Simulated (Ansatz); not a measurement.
# AlCo: the cost of one run

Method: DFT PBE, scalar-relativistic, plane waves, PAW, in Ansatz 0.2.0.

4 further runs of the same task are left out: 1 that didn't finish, 3 set aside as unsound or not needed.

### Step 1. The system as given

Symmetry: Pm-3m, No. 221, cubic system. Conventional cell: a = 2.852 Å, b = 2.852 Å, c = 2.852 Å, α = 90.00°, β = 90.00°, γ = 90.00°. Al (site symmetry m-3m) is surrounded by 8 Co at 2.47 Å. Co (site symmetry m-3m) has 8 Al at 2.47 Å as nearest neighbours.

As a file:

```
CELL_PARAMETERS angstrom
2.85190 0.00000 0.00000
0.00000 2.85190 0.00000
0.00000 0.00000 5.70380
ATOMIC_POSITIONS crystal
Al 0.00000 0.00000 0.00000
Al 0.00000 0.00000 0.50000
Co 0.50000 0.50000 0.25000
Co 0.50000 0.50000 0.75000
```

It goes back to an entry of the Materials Project.

It is built from the cell relaxed beforehand with the same method (11.60 Å³/atom).

### Step 2. Zero of the scan

Input file input.yaml:

```yaml
crystal:
  lattice:
    - [2.8519024034, 0.0, 0.0]
    - [0.0, 2.8519024034, 0.0]
    - [0.0, 0.0, 5.7038048068]
  atoms:
    - { symbol: Al, position: [0.0, 0.0, 0.0] }
    - { symbol: Al, position: [0.0, 0.0, 0.5] }
    - { symbol: Co, position: [0.5, 0.5, 0.25] }
    - { symbol: Co, position: [0.5, 0.5, 0.75] }
basis:
  ecutwfc: 420
kpoints:
  mp_grid: { grid: [12, 12, 6] }
hamiltonian:
  xc: pbe
scf:
  occupations: { method: gaussian, width: 0.15 }
output:
  forces: true
  stress: true
  eigenvalues: true
```

Started as:

```
> ansatz run input.yaml --threads 1 --pin off --max-ram 2560MiB --backend cpu --events-out ev --progress --plain --runs-dir out
```

What time and memory should one allow on 1 thread of AMD EPYC 9R45 (Zen 5), shared host?

About 2.4 s, with a peak of 0.43 GiB.
